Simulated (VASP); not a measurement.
# AlN (P6_3mc) in VASP: further runs

Runs on AlN. Level: PBE. Tasks: relaxation of cell and atoms.

Everything below comes from runs of VASP 6.6.1. Logs are shortened: lines on timing, memory, paths and dates and some standing lists are left out, and cuts for length are marked.

## Step 1: The structure

Symmetry: P6_3mc, No. 186, hexagonal system. The conventional cell has a = 3.113 Å, b = 3.113 Å, c = 4.981 Å, α = 90.00°, β = 90.00°, γ = 120.00°. Al (site symmetry 3m) has 4 N at 1.89 Å as nearest neighbours. N (site symmetry 3m) is surrounded by 4 Al at 1.89 Å.

## Step 2: Relaxation of cell and atoms, PBE

Contents of INCAR:

```
PREC = Accurate
ENCUT = 520
EDIFF = 1E-7
ISMEAR = 0
SIGMA = 0.02
LREAL = F
LASPH = T
NELM = 60
ALGO = Normal
ISIF = 3
LWAVE = F
LCHARG = F
GGA = PE
IBRION = 2
NSW = 80
EDIFFG = -0.002
```

Contents of KPOINTS:

```
regular mesh
0
Gamma
  12 12 6
```

Contents of POSCAR:

```
AlN
1.0
    3.1130000000      0.0000000000      0.0000000000
   -1.5565000000      2.6959370800      0.0000000000
    0.0000000000      0.0000000000      4.9810000000
Al N
2 2
Direct
    0.3333333300      0.6666666700      0.0000000000
    0.6666666700      0.3333333300      0.5000000000
    0.3333333300      0.6666666700      0.3800000000
    0.6666666700      0.3333333300      0.8800000000
```

Potentials or basis: VASP PAW PBE potentials, release 64 (Al, N).

Run with:

```bash
> cat potpaw_PBE.64/Al/POTCAR potpaw_PBE.64/N/POTCAR > POTCAR
> mpirun -np 1 vasp_std > vasp.out
```

OUTCAR:

```text
PREC = Accurate
   ENCUT = 520
   EDIFF = 1E-7
   ISMEAR = 0
   LREAL = F
   LASPH = T
   NELM = 60
   ISIF = 3
   GGA = PE
   IBRION = 2
   NSW = 80
   EDIFFG = -0.002

 ion  position               nearest neighbor table
   1  0.333  0.667  0.000-   3 1.89   4 1.89   4 1.89   4 1.89   2 3.07   2 3.07   2 3.07   2 3.07
                             2 3.07   2 3.07
   2  0.667  0.333  0.500-   4 1.89   3 1.89   3 1.89   3 1.89   1 3.07   1 3.07   1 3.07   1 3.07
                             1 3.07   1 3.07
   3  0.333  0.667  0.380-   1 1.89   2 1.89   2 1.89   2 1.89
   4  0.667  0.333  0.880-   2 1.89   1 1.89   1 1.89   1 1.89

  LATTYP: Found a hexagonal cell.
 ALAT       =     3.1130000000
 C/A-ratio  =     1.6000642467

  Lattice vectors:

 A1 = (   3.1130000000,   0.0000000000,   0.0000000000)
 A2 = (  -1.5565000000,   2.6959370800,   0.0000000000)
 A3 = (   0.0000000000,   0.0000000000,   4.9810000000)

Analysis of symmetry for initial positions (statically):
=====================================================================
 Subroutine PRICEL returns:
 Original cell was already a primitive cell.

 Routine SETGRP: Setting up the symmetry group for a
 hexagonal supercell.

 Subroutine GETGRP returns: Found 12 space group operations
 (whereof  6 operations were pure point group operations)
 out of a pool of 24 trial point group operations.

The static configuration has the point symmetry C_3v.
 The point group associated with its full space group is C_6v.

Analysis of symmetry for dynamics (positions and initial velocities):
=====================================================================
 Subroutine PRICEL returns:
 Original cell was already a primitive cell.

 Routine SETGRP: Setting up the symmetry group for a
 hexagonal supercell.

 Subroutine GETGRP returns: Found 12 space group operations
 (whereof  6 operations were pure point group operations)
 out of a pool of 24 trial point group operations.

The dynamic configuration has the point symmetry C_3v.
 The point group associated with its full space group is C_6v.

 Subroutine INISYM returns: Found 12 space group operations
 (whereof  6 operations are pure point group operations),
 and found     1 'primitive' translations

----------------------------------------------------------------------------------------

                                     Primitive cell

  volume of cell :      41.8028

[... 114 lines left out ...]
  Fermi-wavevector in a.u.,A,eV,Ry     =   1.188629  2.246183 19.222843  1.412839
  Thomas-Fermi vector in A             =   2.324754
   LORBIT       =      0    0 simple, 1 ext, 2 COOP (PROOUT), +10 PAW based schemes
   GGA     = PE    functional components
   LHFCALC =     F    Hartree Fock is set to
   AEXX    =    0.0000 exact exchange contribution
   IVDW    =     0    specifies the selected vdW correction
   LEPSILON=     F    determine dielectric tensor
   LRPA    =     F    only Hartree local field effects (RPA)
 conjugate gradient relaxation of ions
 non-spin polarized calculation
 Gauss-broadening in eV      SIGMA  =   0.02
  energy-cutoff  :      520.00
  volume of cell :       41.80
 maximum number of plane-waves:      1152
 NGX is ok and might be reduce to    24
   NGX = 11   NGY = 11   NGZ = 19

--------------------------------------- Ionic step        1  -------------------------------------------

 number of electron      15.9999997 magnetization

 Free energy of the ion-electron system (eV)
  ---------------------------------------------------
  ext. energy  EPLUGINS =         0.00000000
  ---------------------------------------------------
  free energy    TOTEN  =       -29.77128297 eV

  energy without entropy =      -29.77128297  energy(sigma->0) =      -29.77128297

------------------------ aborting loop because EDIFF is reached ----------------------------------------

  FORCE on cell =-STRESS in cart. coord.  units (eV):
  Direction    XX          YY          ZZ          XY          YZ          ZX
  --------------------------------------------------------------------------------------
  -------------------------------------------------------------------------------------
  Total        0.7574747      0.7574747      1.1902415      0.0000000      0.0000000      0.0000000
  in kB       29.0317544     29.0317543     45.6184227      0.0000000      0.0000000      0.0000000
  external PRESSURE =      34.5606438 kB  Pullay stress =       0.0000000 kB
[... 253 lines left out ...]
--------------------------------------- Ionic step        8  -------------------------------------------

 number of electron      15.9999998 magnetization

 Free energy of the ion-electron system (eV)
  ---------------------------------------------------
  ext. energy  EPLUGINS =         0.00000000
  ---------------------------------------------------
  free energy    TOTEN  =       -29.78011840 eV

  energy without entropy =      -29.78011840  energy(sigma->0) =      -29.78011840

 E-fermi :   6.0773     XC(G=0): -10.8329

 val. band max:        5.9757054795   @ k =   0.0000   0.0000   0.0000
 cond. band min:      10.0320487571   @ k =   0.0000   0.0000   0.0000
 fundamental gap:      4.0563432775
 Fermi energy:         6.0772553892

 k-point     1 :       0.0000    0.0000    0.0000
  band No.  band energies     occupation
      1      -9.0982      2.00000
      2      -7.0122      2.00000
      3       0.0647      2.00000
      4       5.1326      2.00000
      5       5.1326      2.00000
      6       5.7749      2.00000
      7       5.7749      2.00000
      8       5.9757      2.00000
      9      10.0320      0.00000
     10      12.4991      0.00000
     11      16.4428      0.00000
     12      17.0157      0.00000
[... 331 lines left out ...]
 k-point    24 :       0.3333    0.0000    0.1667
  band No.  band energies     occupation
      1      -7.8042      2.00000
      2      -6.6105      2.00000
      3       1.1323      2.00000
      4       2.0799      2.00000
      5       2.6817      2.00000
      6       4.2367      2.00000
      7       5.1966      2.00000
      8       5.3312      2.00000
      9      11.7609      0.00000
     10      12.5780      0.00000
     11      14.3310      0.00000
     12      16.0181      0.00000

 [... further k-points ...]

------------------------ aborting loop because EDIFF is reached ----------------------------------------

  FORCE on cell =-STRESS in cart. coord.  units (eV):
  Direction    XX          YY          ZZ          XY          YZ          ZX
  --------------------------------------------------------------------------------------
  -------------------------------------------------------------------------------------
  Total       -0.0000173     -0.0000173     -0.0038535      0.0000000      0.0000000      0.0000000
  in kB       -0.0006526     -0.0006526     -0.1451934      0.0000000      0.0000000      0.0000000
  external PRESSURE =      -0.0488329 kB  Pullay stress =       0.0000000 kB
[... 19 lines left out ...]
  FREE ENERGIE OF THE ION-ELECTRON SYSTEM (eV)
  ---------------------------------------------------
  free  energy   TOTEN  =       -29.7801184032 eV

  energy  without entropy=      -29.7801184032  energy(sigma->0) =      -29.78011840

 reached required accuracy - stopping structural energy minimisation
```

It took 1.8 min on 1 thread of Intel Xeon Platinum 8488C (Sapphire Rapids), shared host; peak memory 0.17 GiB.

What came out:

```
Free energy                            : -29.7801 eV
Relaxed volume                         : 10.63 Å³/atom
Relaxed cell                           : a = 3.129 Å, b = 3.129 Å, c = 5.016 Å, α = 90.00°, β = 90.00°, γ = 120.00°
Space group after relaxing (to 0.05 Å) : P6_3mc (No. 186)
Energy gained by relaxing              : 2.2 meV/atom
Ionic steps                            : 8
Pressure after relaxing                : 0.0 GPa
Band gap on the k mesh                 : 4.06 eV, direct
```

The path:
```
step  energy change (eV)  largest force (eV/Å)  pressure (GPa)  volume (Å³)
   1              0.0000                0.1289            3.46        41.80
   2             -0.0019                0.0913           -2.90        43.18
   3             -0.0088                0.0034            0.00        42.52
   4             -0.0088                0.0059            0.07        42.51
   5             -0.0088                0.0066            0.05        42.51
   6             -0.0088                0.0070            0.04        42.51
   7             -0.0088                0.0022           -0.02        42.53
   8             -0.0088                0.0007            0.00        42.52
```

Final structure:
```
CELL_PARAMETERS angstrom
3.12857 0.00000 0.00000
-1.56429 2.70942 0.00000
0.00000 0.00000 5.01646
ATOMIC_POSITIONS crystal
Al 0.33333 0.66667 0.99926
Al 0.66667 0.33333 0.49926
N 0.33333 0.66667 0.38074
N 0.66667 0.33333 0.88074
```

A k mesh can miss the band edges. PBE usually gives volumes a little too large and moduli too small.

(Continued in part 2 of 2.)
